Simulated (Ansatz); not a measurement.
# HgTe (Fm-3m) in Ansatz: band structure with rPW86-PBE+D4

Aim: the band structure of HgTe with rPW86-PBE+D4.

Program: Ansatz 0.2.0. These are calculated values, not measurements. Logs are shortened: lines on timing, memory, paths and dates and some standing lists are left out, and cuts for length are marked.

## Step 1: The crystal as given

Symmetry: Fm-3m, No. 225, cubic system. Conventional cell: a = 6.360 Å, b = 6.360 Å, c = 6.360 Å, α = 90.00°, β = 90.00°, γ = 90.00°. Around Hg (site symmetry m-3m) lie 6 Te at 3.18 Å. Te (site symmetry m-3m) has 6 Hg at 3.18 Å as nearest neighbours.

Measurements of this composition are mostly on another form, of space group No. 216.

## Step 2: Band structure, rPW86-PBE+D4, spin-orbit coupling, no magnetisation

input.yaml reads:

```yaml
crystal:
  lattice:
    - [0.0, 3.18, 3.18]
    - [3.18, 0.0, 3.18]
    - [3.18, 3.18, 0.0]
  atoms:
    - { symbol: Hg, position: [0.0, 0.0, 0.0] }
    - { symbol: Te, position: [0.5, 0.5, 0.5] }
hamiltonian:
  xc: { exchange: rpw86, correlation: pbe }
  pseudopotentials: { kind: paw_fr }
  dispersion: d4
kpoints:
  mp_grid: { grid: [7, 7, 7] }
  band_path:
    path:
      - [[0.0, 0.0, 0.0], [0.5, 0.0, 0.5], [0.5, 0.25, 0.75], [0.375, 0.375, 0.75], [0.0, 0.0, 0.0], [0.5, 0.5, 0.5], [0.625, 0.25, 0.625], [0.5, 0.25, 0.75], [0.5, 0.5, 0.5], [0.375, 0.375, 0.75]]
      - [[0.625, 0.25, 0.625], [0.5, 0.0, 0.5]]
    npoints: 14
scf:
  occupations: { method: gaussian, width: 0.1 }
  n_extra_bands: 6
  mixing: { preconditioner: ldos }
output:
  forces: true
  stress: true
  eigenvalues: true
  fatbands: false
  write_density: true
  write_potential: true
  elf: true
  volumetric_format: npy
magnetization:
  noncollinear: true
  spin_orbit: true
```

Potentials or basis: Ansatz PAW.

On the command line:

```
ansatz run input.yaml --threads 1 --pin off --max-ram 2560MiB --backend cpu --events-out ev --progress --plain --runs-dir out
```

Output:

```text
Warning: RAYON_NUM_THREADS=1 ignored (pool sized by the plan → 1); use --threads N
scf.n_extra_bands = 6 over 36 filled bands (N_el = 36.0): the run solves 42 bands
Engine: ansatz 0.2.0, x86_64-unknown-linux-gnu
Pseudopotentials: kind: paw_fr
Pseudopotential: Hg, paw_fr, valence charge 20, recommended cutoff 420 eV (normal), Hg.paw.azcp#standard-fr
Pseudopotential: Te, paw_fr, valence charge 16, recommended cutoff 420 eV (normal), Te.paw.azcp#standard-fr
Functional definition: unnamed
  exchange = rpw86_x
  correlation = pbe_c
non-collinear run that drives no moment, with spin-orbit: no starting moment large enough to seed its density (crystal.atoms[].spin), no starting occupations that ask for one, no magnetisation constraint and no magnetic field, so the semilocal B_xc is pinned to zero
Crystal: 2 atoms, lattice volume = 64.315 Å³
Basis set: ecut = 420 eV, 1243 PW (Γ), exchange–correlation on 64×64×64 points (8 copies of the dense FFT grid, shifted against one another)
Bands: 42, of which v1, the nominal top of the filled ones, is band 36 counted from 1 (35 counted from 0)
Symmetry: 48 space group operations + 48 with time reversal
Magnetic group: BNS 225.117 (UNI 1619), of the structure as read, at distance tolerance 4.0e-5 Å
k-points: 20 of 343
Projection manifold: j_resolved (fully-relativistic pseudo-atomic orbitals)
Non-local potential: Hg, projectors of the file, l = 0: 3, l = 1: 4, l = 2: 4, l = 3: 2
Non-local potential: Te, projectors of the file, l = 0: 2, l = 1: 4, l = 2: 4, l = 3: 4
PAW form: soft (Blöchl's): semilocal exchange-correlation on the pseudo side does not see the compensation charge
PAW frozen core: Hg, regenerated for the run's functional, and the local potential with it (the file was generated under x = pbe(κ = 0.804, μ = 0.2195149727645171), c = pbe(β = 0.06672455060314922))
PAW frozen core: Te, regenerated for the run's functional, and the local potential with it (the file was generated under x = pbe(κ = 0.804, μ = 0.2195149727645171), c = pbe(β = 0.06672455060314922))
PAW one-centre angular grid: Hg, 590 points (default); XC on 96 Gauss nodes
PAW one-centre angular grid: Te, 590 points (default); XC on 160 Gauss nodes
Initial density: superposition of atomic densities (chi_scale 0.1, normalization cell, long waves kept (reshape's long-wave potential 0.00 eV rms))
Initial wavefunctions: pseudopotential atomic-orbital guess
Functional: x = rpw86, c = pbe(β = 0.06672455060314922)
spin=Noncollinear: LDOS preconditioning applied to the charge; magnetization (m_x, m_y, m_z) channels mix plain (no charge-response kernel on spin).
SCF iter   1: F=—  HF=-20970.909806 eV  |F-HF|=—  |Δ(HF+E_count)|=         —  Δρ=2.00e-2  dr2=3.96e-1  dr2_m=0.00e0 (ungated)  ethr=3.10e-3  |M|=0.00e0 ∫|m|=0.00e0 μB  |m|>n=0.0e0 m-floor=0.0e0 τ_xc=0.0e0  β_m=1.00  ⟨swp⟩=8.0  Hψ=1965  notcnv=0
SCF iter   2: F=—  HF=-20970.818567 eV  |F-HF|=—  |Δ(HF+E_count)|=   9.12e-2  Δρ=8.31e-3  dr2=3.88e-2  dr2_m=0.00e0 (ungated)  ethr=1.10e-3  |M|=0.00e0 ∫|m|=0.00e0 μB  |m|>n=0.0e0 m-floor=0.0e0 τ_xc=0.0e0  β_m=0.90  ⟨swp⟩=3.0  Hψ=743  notcnv=0  defer=28
SCF iter   3: F=—  HF=-20970.807760 eV  |F-HF|=—  |Δ(HF+E_count)|=   1.08e-2  Δρ=2.49e-3  dr2=3.30e-3  dr2_m=0.00e0 (ungated)  ethr=1.08e-4  |M|=0.00e0 ∫|m|=0.00e0 μB  |m|>n=0.0e0 m-floor=0.0e0 τ_xc=0.0e0  β_m=0.78  ⟨swp⟩=2.0  Hψ=885  notcnv=0  defer=26
SCF iter   4: F=—  HF=-20970.806593 eV  |F-HF|=—  |Δ(HF+E_count)|=   1.17e-3  Δρ=3.26e-4  dr2=3.99e-5  dr2_m=0.00e0 (ungated)  ethr=9.15e-6  |M|=0.00e0 ∫|m|=0.00e0 μB  |m|>n=0.0e0 m-floor=0.0e0 τ_xc=0.0e0  β_m=0.89  ⟨swp⟩=2.2  Hψ=718  notcnv=0  defer=26
SCF iter   5: F=—  HF=-20970.806650 eV  |F-HF|=—  |Δ(HF+E_count)|=   5.66e-5  Δρ=6.21e-5  dr2=1.31e-6  dr2_m=0.00e0 (ungated)  ethr=1.11e-7  |M|=0.00e0 ∫|m|=0.00e0 μB  |m|>n=0.0e0 m-floor=0.0e0 τ_xc=0.0e0  β_m=0.94  ⟨swp⟩=2.0  Hψ=589  notcnv=0  defer=26
SCF iter   6: F=-20970.806652 eV  HF=-20970.806652 eV  |F-HF|=3.74e-8  |Δ(HF+E_count)|=   2.06e-6  Δρ=8.56e-6  dr2=4.04e-8  dr2_m=0.00e0 (ungated)  ethr=2.78e-10  |M|=0.00e0 ∫|m|=0.00e0 μB  |m|>n=0.0e0 m-floor=0.0e0 τ_xc=0.0e0  ⟨swp⟩=13.9  Hψ=3290  notcnv=0
SCF 1 converged in 6 iterations: F = -20970.806652 eV  dr2 = 4.04e-8
NSCF: frozen V_eff on 142 k-points
SCF converged after 6 iterations
Magnetization: |M| = 0.0000 μB,  M = (+0.0000, +0.0000, +0.0000) μB
Absolute magnetization: 0.0000 μB (∫|m|)
  site 0: m = (+0.0000, +0.0000, +0.0000) μB, |m| = 0.0000 μB  (R = 1.31 Å)
  site 1: m = (+0.0000, +0.0000, +0.0000) μB, |m| = 0.0000 μB  (R = 1.31 Å)
Free energy (F): -20970.806652 eV
Harris-Foulkes:  -20970.806652 eV  (|F-HF|=3.74e-8)
Internal energy: -20970.802410 eV  (E = F + TS)
E sigma→0 (E₀):  -20970.804531 eV
Entropy (-TS):   -0.004242 eV (-2.121 meV/atom)
Fermi energy:    9.203631 eV
--- Per-component energies (eV) ---
  E_band       = -742.651670
  E_kinetic    = 782.924813
  E_local      = -4263.424184  (includes V_loc(G=0)·N_el)
  E_nonlocal   = -267.017786
  E_hartree    = 2088.037659
  E_xc         = -347.277106
  E_vxc        = -366.015090  (∫ρ·V_xc dr)
  E_paw        = -14768.404285  (= ΣΔE_a)
  E_vpaw       = -805.199774  (= ΣTr[D̂ρ^β])
  E_aug_tail   = 0.000699  (compensation charges beyond the density's cutoff)
  E_ewald      = -4194.347942
  E_disp       = -0.944910  (pairwise vdW)
  E_core_change = -0.349367  (= ΣΔE_core)
  E_smearing   = -0.004242  (= −TS)
  E_closure    = 0.000000  (closes the sum)
  Σ components = -20970.806652   (vs F -20970.806652, Δ=0.00e0)
--- Forces (eV/Å), atoms counted from 1 ---
  atom   1  Hg     0.00000000     0.00000000    -0.00000000
  atom   2  Te     0.00000000    -0.00000000    -0.00000000
  max |Σ_I F_I| component: 5.80e-29 eV/Å
--- Stress (GPa, compression-positive) ---
       -3.299864      -0.000000       0.000000
        0.000000      -3.299864       0.000000
        0.000000      -0.000000      -3.299864
  P = ⅓ Tr σ = -3.2999 GPa (-32.999 kbar)
--- Band table (eV; the first three rows and the last of 20) ---
  k-point 0: bands = ["-104.8123", "-104.8123", "-66.8478", "-66.8478", "-48.7310", "-48.7310", "-48.7310", "-48.7310", "-28.1247", "-28.1247", "-28.1247", "-28.1247", "-26.6683", "-26.6683", "-26.6683", "-26.6683", "-26.6679", "-26.6679", "-2.1225", "-2.1225", "1.8687", "1.8687", "1.8687", "1.8687", "3.6411", "3.6411", "3.6411", "3.6411", "3.6708", "3.6708", "7.7161", "7.7161", "7.8880", "7.8880", "8.9083", "8.9083", "8.9083", "8.9083", "15.2309", "15.2309", "16.8233", "16.8233"]
  k-point 1: bands = ["-104.8123", "-104.8123", "-66.8478", "-66.8478", "-48.7311", "-48.7311", "-48.7310", "-48.7310", "-28.1247", "-28.1247", "-28.1246", "-28.1246", "-26.6683", "-26.6683", "-26.6682", "-26.6682", "-26.6679", "-26.6679", "-1.9900", "-1.9900", "1.8546", "1.8546", "1.8661", "1.8661", "3.5805", "3.5805", "3.6348", "3.6348", "3.6748", "3.6748", "6.4008", "6.4008", "8.3022", "8.3022", "9.0121", "9.0121", "9.8983", "9.8983", "14.3532", "14.3532", "15.4554", "15.4554"]
  k-point 2: bands = ["-104.8123", "-104.8123", "-66.8478", "-66.8478", "-48.7312", "-48.7312", "-48.7311", "-48.7311", "-28.1246", "-28.1246", "-28.1244", "-28.1244", "-26.6683", "-26.6683", "-26.6679", "-26.6679", "-26.6677", "-26.6677", "-1.6500", "-1.6500", "1.8208", "1.8208", "1.8537", "1.8537", "3.4303", "3.4303", "3.6265", "3.6265", "3.6607", "3.6607", "5.0787", "5.0787", "8.6682", "8.6682", "9.2703", "9.2703", "11.0374", "11.0374", "13.0857", "13.0857", "14.0157", "14.0157"]
  k-point 19: bands = ["-104.8123", "-104.8123", "-66.8478", "-66.8478", "-48.7312", "-48.7312", "-48.7312", "-48.7312", "-28.1244", "-28.1244", "-28.1243", "-28.1243", "-26.6681", "-26.6681", "-26.6678", "-26.6678", "-26.6673", "-26.6673", "-1.2648", "-1.2648", "1.8407", "1.8407", "2.0870", "2.0870", "3.4842", "3.4842", "3.7149", "3.7149", "3.9435", "3.9435", "5.1329", "5.1329", "6.3525", "6.3525", "7.1887", "7.1887", "10.3443", "10.3443", "13.7465", "13.7465", "15.6028", "15.6028"]
```

Wall time 33 s (1 thread of Intel Xeon at 2.60GHz (Ice Lake), shared host); peak memory 0.72 GiB.

Results:

| Property | Result |
| --- | --- |
| Free energy | -20970.8067 eV |
| Pressure | -3.3 GPa |
| Band gap on the k mesh | none (metal or under the smearing width) |

Levels at the corners of the path, in eV from the Fermi level:
```
point  band 33  band 34  band 35  band 36  band 37  band 38  band 39  band 40
    Γ    -1.32    -1.32    -0.30    -0.30    -0.30    -0.30     6.03     6.03
    X    -2.63    -2.63    -2.20    -2.20    -1.58    -1.58     5.13     5.13
    W    -2.83    -2.83    -2.65    -2.65     1.37     1.37     4.43     4.43
    K    -3.07    -3.07    -1.27    -1.27     0.03     0.03     5.34     5.34
    Γ    -1.32    -1.32    -0.30    -0.30    -0.30    -0.30     6.03     6.03
    L    -0.16    -0.16     0.35     0.35     2.54     2.54     3.00     3.00
    U    -3.07    -3.07    -1.27    -1.27     0.03     0.03     5.34     5.34
    W    -2.83    -2.83    -2.65    -2.65     1.37     1.37     4.43     4.43
    L    -0.16    -0.16     0.35     0.35     2.54     2.54     3.00     3.00
    K    -3.07    -3.07    -1.27    -1.27     0.03     0.03     5.34     5.34
    U    -3.07    -3.07    -1.27    -1.27     0.03     0.03     5.34     5.34
    X    -2.63    -2.63    -2.20    -2.20    -1.58    -1.58     5.13     5.13
```

Caveat: pairwise dispersion overbinds metals, which lowers pressure and volume; the PAW data sets come from PBE, with cores solved anew for the run's functional, which leaves a small shift of forces and pressure.
